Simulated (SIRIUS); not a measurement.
# WC (Qusongite) (P1) in SIRIUS: a series of runs, part 2 of 2

SIRIUS 7.12.0.

## (5) Relaxation of the atoms, PBE+D4 (atoms moved at random)

Input file run.py:

```python
import json, subprocess
import numpy as np
from ase.io import read
from ase.units import Bohr, Hartree
from ase.calculators.calculator import Calculator, all_changes, SCFError
from ase.optimize import BFGS
from ase.calculators.mixing import SumCalculator
from dftd4.ase import DFTD4

class Sirius(Calculator):
    """Writes sirius.json, runs sirius.scf and reads output.json. Species files lie in the folder."""
    implemented_properties = ["energy", "free_energy", "forces", "magmom", "magmoms"]

    def __init__(self, settings, start):
        super().__init__()
        self.settings, self.start, self.warm = settings, start, False

    def run(self, atoms, settings, task):
        symbols = atoms.get_chemical_symbols()
        types = sorted(set(symbols))
        spin = settings["parameters"]["num_mag_dims"] > 0
        rows = {t: [] for t in types}
        for s, x, m in zip(symbols, atoms.get_scaled_positions(wrap=False), atoms.get_initial_magnetic_moments()):
            rows[s].append(list(x) + ([0, 0, m] if spin else []))
        cell = dict(lattice_vectors=(atoms.cell[:] / Bohr).tolist(), atom_types=types,
                    atom_files={t: t + ".json" for t in types}, atoms=rows)
        with open("sirius.json", "w") as f:
            json.dump(dict(settings, unit_cell=cell), f, indent=1)
        with open("sirius.log", "a") as log:
            subprocess.run(["sirius.scf", "--input=sirius.json", "--output=output.json", f"--task={task}"],
                           stdout=log, stderr=log, check=True)
        with open("output.json") as f:
            return json.load(f)["ground_state"], np.argsort(np.argsort(symbols, kind="stable"))

    def calculate(self, atoms=None, properties=["energy"], system_changes=all_changes):
        super().calculate(atoms, properties, system_changes)
        if not self.warm or "cell" in system_changes:
            loose = dict(self.settings, parameters={**self.settings["parameters"], **self.start})
            self.run(atoms, loose, task=0)  # loose LDA density as the start
            self.warm = True
        gs, order = self.run(atoms, self.settings, task=1)
        if not gs["converged"]:
            raise SCFError("SIRIUS did not converge")
        e = gs["energy"]
        free = e["free"] * Hartree  # E - TS, whose slope the forces are
        self.results = dict(energy=free, free_energy=free,
                            forces=np.array(gs["forces"])[order] * Hartree / Bohr)
        if "magnetisation" in gs:
            self.results["magmom"] = gs["magnetisation"]["total"][2]
            self.results["magmoms"] = np.array(gs["magnetisation"]["atoms"])[order, 2]
        self.gap, self.fermi = gs["band_gap"] * Hartree, gs["efermi"] * Hartree

settings = {'control': {'processing_unit': 'cpu',
             'std_evp_solver_name': 'lapack',
             'gen_evp_solver_name': 'lapack',
             'verbosity': 1,
             'print_forces': True,
             'ortho_rf': True,
             'use_second_variation': True,
             'rmt_max': 3.0},
 'parameters': {'electronic_structure_method': 'full_potential_lapwlo',
                'xc_functionals': ['XC_GGA_X_PBE', 'XC_GGA_C_PBE'],
                'core_relativity': 'dirac',
                'valence_relativity': 'iora',
                'num_fv_states': 25,
                'smearing': 'fermi_dirac',
                'smearing_width': 0.0018374661,
                'pw_cutoff': 25,
                'gk_cutoff': 4.86,
                'lmax_apw': 13,
                'lmax_rho': 8,
                'lmax_pot': 8,
                'num_mag_dims': 0,
                'auto_rmt': 0,
                'ngridk': [6, 6, 6],
                'shiftk': [0, 0, 0],
                'num_dft_iter': 80,
                'energy_tol': 1e-07,
                'density_tol': 1e-05,
                'use_symmetry': True},
 'settings': {'tol_ne': 1e-10},
 'iterative_solver': {'type': 'exact'},
 'mixer': {'type': 'anderson', 'beta': 0.5, 'max_history': 8}}
start = {'xc_functionals': ['XC_LDA_X', 'XC_LDA_C_PW'],
 'ngridk': [2, 2, 2],
 'gk_cutoff': 3.89,
 'smearing': 'fermi_dirac',
 'smearing_width': 0.0055,
 'energy_tol': 0.01,
 'density_tol': 0.05,
 'num_dft_iter': 30}

from ase import Atoms
atoms = Atoms(['W', 'C'],
              cell=[[2.9065, 0.0, 0.0], [-1.45325, 2.5171028361, 0.0], [0.0, 0.0, 2.8366]],
              scaled_positions=[[0.005945, 0.006678, 0.019474], [0.682089, 0.324848, 0.51994]], pbc=True)
sirius = Sirius(settings, start)
dispersion = DFTD4(method="pbe")
atoms.calc = SumCalculator([sirius, dispersion])

opt = BFGS(atoms, trajectory="relax.traj")
done = opt.run(fmax=0.03, steps=20)
print("converged", done)
print("scaled positions")
print(atoms.get_scaled_positions())
print("gap", sirius.gap, "eV")
result = dict(done=bool(done), free_energy=atoms.get_potential_energy(), forces=atoms.get_forces().tolist())
result.update(gap=sirius.gap, fermi=sirius.fermi, **{k: np.array(v).tolist() for k, v in sirius.results.items() if "mag" in k})
result['dispersion'] = dispersion.get_potential_energy(atoms)
with open("result.json", "w") as f:
    json.dump(result, f)
```

Potentials or basis: all-electron FP-LAPW, apw+lo standard.

Launch:

```bash
OMP_NUM_THREADS=1 python run.py
```

Log:

```text
Step     Time          Energy          fmax
BFGS:    0  -440941.135759        1.052074
BFGS:    1  -440941.159489        0.535317
BFGS:    2  -440941.168099        0.025120
converged True
scaled positions
[[0.01060658 0.99932532 0.01967931]
 [0.67743457 0.33224175 0.51973379]]
gap 0.0 eV
```

sirius.log (last run):

```text
[info] SIRIUS version : 7.12.0
[... 439 lines left out ...]
[find] enuc                           :  -20264.46371909
[find] <rho|V^{XC}>                   :    -432.72801542
[find] <rho|E^{XC}>                   :    -330.82928774
[find] <mag|B^{XC}>                   :       0.00000000
[find] <rho|V^{H}>                    :  -27722.45256306
[find] smearing (-TS)                 :      -0.00017305
[find] SCF correction                 :       0.00000637
[find] Total energy                   :  -16204.25317933 (Ha),  -32408.50635866 (Ry)
[find] Free energy (E-TS)             :  -16204.25335238 (Ha),  -32408.50670476 (Ry)
[find] band gap (eV)                  :       0.00000000
[find] Efermi                         :       0.57184396
[ground_state]
[ground_state] ==== total Forces in Ha/bohr =====
[ground_state] atom:    0, force:      -0.0003366      0.0003524     -0.0000417
[ground_state] atom:    1, force:       0.0003360     -0.0003199      0.0000415
```

C.json:

```text
{
  "name": "carbon",
  "symbol": "C",
  "number": 6,
  "mass": 12.0107,
[... 21 lines left out ...]
    {"l": 1, "basis": [{"enu": 0.47, "dme": 0, "n": 0, "auto": 0}, {"enu": 7.5108, "dme": 0, "n": 0, "auto": 0}]},
    {"l": 2, "basis": [{"enu": 0.47, "dme": 0, "n": 0, "auto": 0}, {"enu": 0.47, "dme": 1, "n": 0, "auto": 0}]},
    {"l": 2, "basis": [{"enu": 0.47, "dme": 1, "n": 0, "auto": 0}, {"enu": 0.47, "dme": 2, "n": 0, "auto": 0}]},
    {"l": 2, "basis": [{"enu": 0.47, "dme": 0, "n": 0, "auto": 0}, {"enu": 8.4292, "dme": 0, "n": 0, "auto": 0}]},
    {"l": 3, "basis": [{"enu": 0.47, "dme": 0, "n": 0, "auto": 0}, {"enu": 0.47, "dme": 1, "n": 0, "auto": 0}]}
  ],
  "free_atom": [... radial grid and density of the free atom, the start of the SCF ...]
}
```

It took 9.3 min on 1 thread of Arm Neoverse V2, shared host; peak memory 0.97 GiB.

Results:

```
Free energy                  : -440941.1681 eV
Energy gained by relaxing    : 16.2 meV/atom
Ionic steps                  : 3
Largest force after relaxing : 0.025 eV/Å
Band gap on the k mesh       : none (metal or under the smearing width)
Dispersion energy per atom   : -0.487 eV
```

Forces in eV/Å, atoms in the order of the input:
```
W    0.017 -0.016  0.002
C   -0.017  0.018 -0.002
```

The path:
| step | energy change (eV) | largest force (eV/Å) |
| --- | --- | --- |
| 1 | 0.0000 | 1.0521 |
| 2 | -0.0237 | 0.5353 |
| 3 | -0.0323 | 0.0251 |

Final structure:
```
CELL_PARAMETERS angstrom
2.90650 0.00000 0.00000
-1.45325 2.51710 0.00000
0.00000 0.00000 2.83660
ATOMIC_POSITIONS crystal
W 0.01061 0.99933 0.01968
C 0.67743 0.33224 0.51973
```

Caveat: the k mesh is coarse (spacing up to 0.42 Å⁻¹), so the values aren't converged. Spin-orbit coupling is left out, which matters for the levels of W.

## (6) Overview

| level | gap on the mesh (eV) | largest force (eV/Å) |
| --- | --- | --- |
| PBE | none | 0.03 |
| PBE+D3 | none | 0.03 |
| PBE+D3(BJ) | none | 0.03 |
| PBE+D4 | none | 0.03 |

Alike in all rows: task relaxation of the atoms; potentials or basis all-electron FP-LAPW, apw+lo standard; no spin polarisation; cell atoms relaxed from: atoms moved at random; k mesh 6 × 6 × 6; cutoff (eV) 321; smearing fermi-dirac 0.05 eV; the mesh is coarse, so values aren't converged.

Caveats: all runs use coarse meshes.

Compare energies only between runs with the same functional and basis.
